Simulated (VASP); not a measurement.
Write the native input for VASP 6.6.1 that does the following.

```
Task                   : relaxation of cell and atoms
Functional             : PBE
Dispersion             : D3(BJ)
Potentials or basis    : VASP PAW PBE potentials, release 64 (Sn_d, Se)
Cutoff                 : 600 eV
k mesh                 : 4 × 8 × 8
Occupations            : gaussian, width 0.03 eV
Spin                   : no spin polarisation
Target pressure        : 1.3 GPa
Further INCAR settings : ALGO = Normal; EDIFF = 1e-07; IBRION = 2; EDIFFG = -0.005; NSW = 90; ISIF = 3
Target pressure        : 1.3 GPa
```

The structure of SnSe lies in POSCAR:

```
SnSe                                    
1.0
   11.3717078442      0.0000000000      0.0000000000
    0.0000000000      4.1461513368     -0.0000000000
    0.0000000000     -0.0000000000      4.3083104630
  Sn              Se            
     4     4
Direct
     0.1168317970425553    0.2500000000000000    0.0838836008949348
     0.3831682029574447    0.7500000000000000    0.5838836008949346
     0.6168317970425553    0.2500000000000000    0.4161163991050653
     0.8831682029574447    0.7500000000000000    0.9161163991050654
     0.3580422764057472    0.2500000000000000    0.0228792000052379
     0.1419577235942529    0.7500000000000000    0.5228792000052379
     0.8580422764057470    0.2500000000000000    0.4771207999947621
     0.6419577235942530    0.7500000000000000    0.9771207999947621
```

The input as run:

INCAR

```
PREC     = Accurate       # precision mode
ENCUT    = 600            # plane-wave cutoff, eV
EDIFF    = 1E-7           # SCF threshold, eV
ISMEAR   = 0              # smearing method
SIGMA    = 0.03           # smearing width, eV
LREAL    = False          # projectors in reciprocal space
LASPH    = True           # aspherical terms in the spheres
NELM     = 80             # most SCF steps
ALGO     = Normal         # electronic algorithm
ISIF     = 3              # what is computed and relaxed
LWAVE    = False          # write WAVECAR
LCHARG   = False          # write CHGCAR
GGA      = PE             # functional
IVDW     = 12             # dispersion correction
IBRION   = 2              # ionic algorithm
NSW      = 90             # ionic steps
EDIFFG   = -0.005         # ionic threshold
PSTRESS  = 13.0         
KPAR     = 2
```

KPOINTS

```
Automatic mesh
0
Gamma
  4 8 8
```

Potentials or basis: VASP PAW PBE potentials, release 64 (Sn_d, Se).

Command:

```console
$ cat potpaw_PBE.64/Sn_d/POTCAR potpaw_PBE.64/Se/POTCAR > POTCAR
$ mpirun -np 2 vasp_std > vasp.out
```

Results of the run:

| Property | Result |
| --- | --- |
| Relaxed volume | 25.38 Å³/atom |
| Relaxed cell | a = 11.369 Å, b = 4.146 Å, c = 4.307 Å, α = 90.00°, β = 90.00°, γ = 90.00° |
| Space group after relaxing (to 0.05 Å) | Pnma (No. 62) |
| Energy change on relaxing (the enthalpy is what falls) | +0.1 meV/atom |
| Ionic steps | 2 |
| Pressure after relaxing | 1.3 GPa |
| Largest force after relaxing | 0.005 eV/Å |
| Band gap on the k mesh | 0.41 eV, indirect (least direct gap 0.76 eV) |
| Dispersion energy per atom | -0.381 eV |

Caveat: the cell is relaxed towards a set pressure, so the enthalpy falls and the energy may rise; spin-orbit coupling is left out, which moves the levels of the heavy elements.

Run time: 7.8 min on 2 MPI ranks on Intel(R) Xeon(R) 6975P-C (Granite Rapids), on a shared host, peak memory 0.84 GiB a rank.
